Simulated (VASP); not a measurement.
# Ga (I4/mmm) in VASP: notebook

One crystal, Ga, is run at these levels: PBE; tasks: single point.

Program: VASP 6.6.1. These are calculated values, not measurements. Logs are shortened: lines on timing, memory, paths and dates and some standing lists are left out, and cuts for length are marked.

### Step 1. The crystal as given

Symmetry: I4/mmm, No. 139, tetragonal system. The conventional cell has a = 2.769 Å, b = 2.769 Å, c = 4.622 Å, α = 90.00°, β = 90.00°, γ = 90.00°. Ga (site symmetry 4/mmm) has 12 Ga at 2.77 to 3.03 Å as nearest neighbours.

This isn't the form of Ga at room conditions, which is orthorhombic.

### Step 2. Single point, PBE

INCAR

```
ADDGRID = False
ALGO = Normal
EDIFF = 1E-7
ENCUT = 550
GGA = PE
ISIF = 2
ISMEAR = 1
LASPH = True
LCHARG = False
LREAL = False
LWAVE = False
NELM = 100
PREC = Accurate
SIGMA = 0.1
```

KPOINTS

```
k-points
0
Gamma
  12 12 12
```

POSCAR

```
Ga
1.0
   -1.3843987196      1.3843987196      2.3112238365
    1.3843987196     -1.3843987196      2.3112238365
    1.3843987196      1.3843987196     -2.3112238365
Ga
1
Direct
    0.0000000000      0.0000000000      0.0000000000
```

Potentials or basis: VASP PAW PBE potentials, release 64 (Ga_d).

The run is started by

```
> cat potpaw_PBE.64/Ga_d/POTCAR > POTCAR
> mpirun -np 1 vasp_std > vasp.out
```

OUTCAR:

```text
EDIFF = 1E-7
   ENCUT = 550
   GGA = PE
   ISIF = 2
   ISMEAR = 1
   LASPH = True
   LREAL = False
   NELM = 100
   PREC = Accurate

 Found    163 irreducible k-points:

 Following reciprocal coordinates:
            Coordinates               Weight
  0.000000  0.000000  0.000000      1.000000
  0.083333  0.000000 -0.000000      8.000000
  0.166667  0.000000  0.000000      8.000000
  0.250000  0.000000 -0.000000      8.000000
  0.333333  0.000000  0.000000      8.000000
  0.416667  0.000000 -0.000000      8.000000
   k-points           NKPTS =    163   k-points in BZ     NKDIM =    163   number of bands    NBANDS=     10
   number of dos      NEDOS =    301   number of ions     NIONS =      1
   total plane-waves  NPLWV =  13824
   dimension x,y,z NGX =    24 NGY =   24 NGZ =   24
   dimension x,y,z NGXF=    48 NGYF=   48 NGZF=   48
   ions per type =               1
   NGX,Y,Z   is equivalent  to a cutoff of  13.17, 13.17, 13.17 a.u.
   NGXF,Y,Z  is equivalent  to a cutoff of  26.34, 26.34, 26.34 a.u.
 SYSTEM =  unknown system
   PREC   = accura    normal or accurate (medium, high low for compatibility)
   ISTART =      0    job   : 0-new  1-cont  2-samecut
   ICHARG =      2    charge: 1-file 2-atom 10-const
   ISPIN  =      1    spin polarized calculation?
   LNONCOLLINEAR =      F non collinear calculations
   LSORBIT =      F    spin-orbit coupling
   LASPH  =      T    aspherical Exc in radial PAW
   ENCUT  =  550.0 eV  40.42 Ry    6.36 a.u.   5.79  5.79  5.79*2*pi/ulx,y,z
   NELM   =    100;   NELMIN=  2; NELMDL= -5     # of ELM steps
   EDIFF  = 0.1E-06   stopping-criterion for ELM
   LREAL  =      F    real-space projection
   EDIFFG = 0.1E-05   stopping-criterion for IOM
   NSW    =      0    number of steps for IOM
   IBRION =     -1    ionic relax: 0-MD 1-quasi-New 2-CG
   NFREE  =      0    steps in history (QN), initial steepest desc. (CG)
   ISIF   =      2    stress and relaxation
   ISYM   =      2    0-nonsym 1-usesym 2-fastsym
   POTIM  = 0.5000    time-step for ionic-motion
   TEBEG  =    0.0;   TEEND  =   0.0 temperature during run
   PSTRESS=    0.0 pullay stress
   NELECT =      13.0000    total number of electrons
   NUPDOWN=      -1.0000    fix difference up-down
   EMIN   =  10.00;   EMAX   =-10.00  energy-range for DOS
   EFERMI =   0.00;   METHOD = LEGACY
   ISMEAR =     1;   SIGMA  =   0.10  broadening in eV -4-tet -1-fermi 0-gaus
   EFERMI_NEDOS =   21; number of points for ismear=-14 and -15
   IALGO  =     38    algorithm
   IMIX   =      4    mixing-type and parameters
     AMIX     =   0.40;   BMIX     =  1.00
     AMIX_MAG =   1.60;   BMIX_MAG =  1.00
  volume/ion in A,a.u.               =      17.72       119.57
  Fermi-wavevector in a.u.,A,eV,Ry     =   1.476549  2.790273 29.663375  2.180197
  Thomas-Fermi vector in A             =   2.591062
   LORBIT       =      0    0 simple, 1 ext, 2 COOP (PROOUT), +10 PAW based schemes
   GGA     = PE    functional components
   LHFCALC =     F    Hartree Fock is set to
   AEXX    =    0.0000 exact exchange contribution
   IVDW    =     0    specifies the selected vdW correction
   LEPSILON=     F    determine dielectric tensor
   LRPA    =     F    only Hartree local field effects (RPA)
 non-spin polarized calculation
 Methfessel and Paxton  Order N= 1 SIGMA  =   0.10
  energy-cutoff  :      550.00
  volume of cell :       17.72
 maximum number of plane-waves:       532
   NGX = 11   NGY = 11   NGZ = 11

 number of electron      12.9999997 magnetization

 Free energy of the ion-electron system (eV)
  ---------------------------------------------------
  ext. energy  EPLUGINS =         0.00000000
  ---------------------------------------------------
  free energy    TOTEN  =        -2.87082543 eV

  energy without entropy =       -2.87069747  energy(sigma->0) =       -2.87078278

 E-fermi :   6.1998     XC(G=0): -11.3331

 val. band max:        6.1297762948   @ k =  -0.3333   0.3333   0.2500
 cond. band min:       6.2045949224   @ k =   0.3333   0.2500  -0.0000
 fundamental gap:      0.0748186276
 Fermi energy:         6.1997631054

 k-point     1 :       0.0000    0.0000    0.0000
  band No.  band energies     occupation
      1      -8.9528      2.00000
      2      -8.7937      2.00000
      3      -8.7579      2.00000
      4      -8.7579      2.00000
      5      -8.5950      2.00000
      6      -5.3846      2.00000
      7      18.8474      0.00000
      8      19.1558      0.00000
      9      19.1558      0.00000
     10      22.5219      0.00000

 k-point     2 :       0.0833    0.0000   -0.0000
  band No.  band energies     occupation
      1      -8.9406      2.00000
      2      -8.7905      2.00000
      3      -8.7613      2.00000
      4      -8.7504      2.00000
      5      -8.6015      2.00000
      6      -5.1957      2.00000
      7      16.9887      0.00000
      8      18.2379      0.00000
      9      18.9963      0.00000
     10      21.4305      0.00000

 k-point     3 :       0.1667    0.0000    0.0000
  band No.  band energies     occupation
      1      -8.9171      2.00000
      2      -8.8018      2.00000
      3      -8.7438      2.00000
      4      -8.7321      2.00000
      5      -8.6168      2.00000
      6      -4.6237      2.00000
      7      13.5084      0.00000
      8      16.9705      0.00000
      9      18.7060      0.00000
     10      20.3948      0.00000

 k-point     4 :       0.2500    0.0000   -0.0000
  band No.  band energies     occupation
      1      -8.9042      2.00000
      2      -8.8370      2.00000
      3      -8.7180      2.00000
      4      -8.6865      2.00000
      5      -8.6268      2.00000
      6      -3.6603      2.00000
      7      10.0836      0.00000
      8      15.7728      0.00000
      9      18.5188      0.00000
     10      19.3912      0.00000

 k-point     5 :       0.3333    0.0000    0.0000
  band No.  band energies     occupation
      1      -8.9047      2.00000
      2      -8.8761      2.00000
      3      -8.7241      2.00000
      4      -8.6162      2.00000
      5      -8.6158      2.00000
      6      -2.3046      2.00000
      7       6.9269     -0.00000
      8      14.8452      0.00000
      9      18.5082      0.00000
     10      18.6384      0.00000

 k-point     6 :       0.4167    0.0000   -0.0000
  band No.  band energies     occupation
      1      -8.9171      2.00000
      2      -8.8982      2.00000
      3      -8.7381      2.00000
      4      -8.5989      2.00000
      5      -8.5602      2.00000
      6      -0.5684      2.00000
      7       4.1002      2.00000
      8      14.2647      0.00000
      9      18.1846      0.00000
     10      18.6194      0.00000

 [... further k-points ...]

------------------------ aborting loop because EDIFF is reached ----------------------------------------

  FORCE on cell =-STRESS in cart. coord.  units (eV):
  Direction    XX          YY          ZZ          XY          YZ          ZX
  --------------------------------------------------------------------------------------
  -------------------------------------------------------------------------------------
  Total        0.3603356      0.3603356      0.5851564      0.0000000      0.0000000      0.0000000
  in kB       32.5831729     32.5831729     52.9124825      0.0000000      0.0000000      0.0000000
  external PRESSURE =      39.3596094 kB  Pullay stress =       0.0000000 kB

 VOLUME and BASIS-vectors are now :
 -----------------------------------------------------------------------------
  energy-cutoff  :      550.00
  volume of cell :       17.72
      direct lattice vectors                 reciprocal lattice vectors
    -1.384398720  1.384398720  2.311223836     0.000000000  0.361167627  0.216335602
     1.384398720 -1.384398720  2.311223836     0.361167627  0.000000000  0.216335602
     1.384398720  1.384398720 -2.311223836     0.361167627  0.361167627  0.000000000

 POSITION                                       TOTAL-FORCE (eV/Angst)
 -----------------------------------------------------------------------------------
      0.00000      0.00000      0.00000         0.000000      0.000000      0.000000
 -----------------------------------------------------------------------------------
    total drift:                                0.000000      0.000000     -0.000000

  FREE ENERGIE OF THE ION-ELECTRON SYSTEM (eV)
  ---------------------------------------------------
  free  energy   TOTEN  =        -2.8708254342 eV

  energy  without entropy=       -2.8706974706  energy(sigma->0) =       -2.87078278
```

Run time: 7.7 s. Hardware: 1 thread of Intel Xeon 6975P-C (Granite Rapids), shared host; peak memory 0.15 GiB.

The run converged, but some of its settings lie outside the range that counts as converged, so its numbers aren't taken as properties of the crystal.

What came out:

```yaml
Free_energy: -2.8708 eV
Pressure: 3.9 GPa
Band_gap_on_the_k_mesh: none (metal or under the smearing width)
```

### Step 3. Single point, PBE

INCAR is that of step 2.

KPOINTS

```
k-points
0
Gamma
  14 14 14
```

POSCAR is that of step 2.

Potentials or basis: VASP PAW PBE potentials, release 64 (Ga_d).

The run is started by

```
> cat potpaw_PBE.64/Ga_d/POTCAR > POTCAR
> mpirun -np 1 vasp_std > vasp.out
```

It took 11 s on 1 thread of Intel Xeon 6975P-C (Granite Rapids), shared host; peak memory 0.17 GiB.

These settings aren't checked as converged: the numbers below hold their error.

Results:

| Property | Result |
| --- | --- |
| Free energy | -2.8706 eV |
| Pressure | 3.9 GPa |
| Band gap on the k mesh | none (metal or under the smearing width) |

[end of part 1 of 2]
